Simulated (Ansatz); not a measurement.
AlNi (P4/mmm): electronic heat capacity and spin susceptibility from the density of states

Level of theory: DFT PBEsol, scalar-relativistic, plane waves, PAW (Ansatz 0.2.0).

Plane waves to 420 eV, a k mesh through Γ of 16×16×14 on the computed 2-atom cell and Gaussian smearing (0.10 eV); no spin polarisation.

Relaxed cell: P4/mmm, a = 2.859 Å, b = 2.859 Å, c = 2.869 Å, α = 90.00°, β = 90.00°, γ = 90.00°, 2 atoms in the primitive cell. Whether it is the stable form of this composition wasn't checked.

The density of states at the Fermi level is 0.821 states/eV in the cell of 2 atoms (1 formula unit; both spins, tetrahedra on a 24×24×21 mesh).

What Sommerfeld coefficient and Pauli susceptibility does this give?

Per formula unit N(E_F) = 0.821 states/eV. γ = (π²/3) k_B² N(E_F) N_A = 2.357 mJ/(mol K²) per state/eV, so γ = 1.9 mJ/(mol K²), a mole of formula units. χ_P = μ_B² N(E_F) N_A = 3.23×10⁻⁵ emu/mol per state/eV gives 2.7×10⁻⁵ emu/mol. This is the bare band result: a measured γ of the same phase is as a rule larger by a factor 1 + λ from phonons and spin fluctuations, the spin part of χ is larger by the Stoner factor, and a measured χ also holds orbital and core terms. N(E_F) at one energy is sensitive to the mesh where the density of states has sharp peaks.

A ferromagnetic start lost its moments in a first run, so spin was left out; other magnetic orders weren't tried.